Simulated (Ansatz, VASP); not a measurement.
# Two plane-wave programs on SiC

Contents of POSCAR:

```
SiC
1.0
    3.0751950059      0.0000000000      0.0000000000
   -1.5375975029      2.6631969967      0.0000000000
    0.0000000000      0.0000000000      5.0481668544
Si C
2 2
Direct
    0.3333333333      0.6666666667      0.0046028828
    0.6666666667      0.3333333333      0.5046028828
    0.3333333333      0.6666666667      0.3803971172
    0.6666666667      0.3333333333      0.8803971172
```

File INCAR.step1:

```
PREC     = Accurate       # precision mode
ENCUT    = 520            # plane-wave cutoff, eV
ISMEAR   = 0              # smearing method
SIGMA    = 0.05           # smearing width, eV
LREAL    = F              # projectors in reciprocal space
LASPH    = T              # aspherical terms in the spheres
NELM     = 100            # most SCF steps
NBANDS   = 16             # bands
GGA      = PE             # functional
ALGO     = Normal         # electronic algorithm
EDIFF    = 1E-4           # SCF threshold, eV
LWAVE    = T              # write WAVECAR
LCHARG   = F              # write CHGCAR
```

Contents of INCAR.step2:

```
PREC     = Accurate       # precision mode
ENCUT    = 520            # plane-wave cutoff, eV
EDIFF    = 1E-6           # SCF threshold, eV
ISMEAR   = 0              # smearing method
SIGMA    = 0.05           # smearing width, eV
LREAL    = F              # projectors in reciprocal space
LASPH    = T              # aspherical terms in the spheres
NELM     = 100            # most SCF steps
ALGO     = Normal         # electronic algorithm
ISIF     = 2              # what is computed and relaxed
LWAVE    = F              # write WAVECAR
LCHARG   = F              # write CHGCAR
METAGGA  = R2SCAN         # meta-GGA
LMIXTAU  = T            
NBANDS   = 16             # bands
ISTART   = 1
```

The input KPOINTS:

```
Automatic mesh
0
Gamma
  12 12 6
```

Input for Ansatz:

```yaml
crystal:
  lattice:
    - [3.0751950059, 0.0, 0.0]
    - [-1.5375975029, 2.6631969967, 0.0]
    - [0.0, 0.0, 5.0481668544]
  atoms:
    - { symbol: Si, position: [0.3333333333, 0.6666666667, 0.0046028828] }
    - { symbol: Si, position: [0.6666666667, 0.3333333333, 0.5046028828] }
    - { symbol: C, position: [0.3333333333, 0.6666666667, 0.3803971172] }
    - { symbol: C, position: [0.6666666667, 0.3333333333, 0.8803971172] }
basis:
  ecutwfc: 500
kpoints:
  mp_grid: { grid: [12, 12, 6] }
hamiltonian:
  xc: r2scan
scf:
  occupations: { method: gaussian, width: 0.05 }
output:
  forces: true
  stress: true
  eigenvalues: true
```

Alike in both runs: task single point; functional r2SCAN; k mesh 12 × 12 × 6; occupations gaussian, width 0.05 eV; no spin polarisation.

|  | VASP | Ansatz |
| --- | --- | --- |
| version | VASP 6.6.1 | Ansatz 0.2.0 |
| potentials or method | VASP PAW PBE potentials, release 64 (Si, C) | scalar-relativistic, plane waves, PAW |
| plane-wave cutoff (eV) | 520 | 500 |
| valence electrons in the cell | 16 | 16 |

VASP gave:

```
gap on the k mesh at the Fermi level (eV) : 2.66
least direct gap on the mesh (eV)         : 4.48
pressure (GPa)                            : -0.2
```

Question: Which values does Ansatz return?

Answer: gap on the k mesh at the Fermi level (eV): 2.65; least direct gap on the mesh (eV): 4.48; pressure (GPa): 0.0.

Caveats: the PAW data sets were made with another functional, which shifts forces and pressure a little (VASP). r2SCAN opens gaps a little over a GGA but as a rule still falls short of measured ones. A k mesh can miss the band edges.
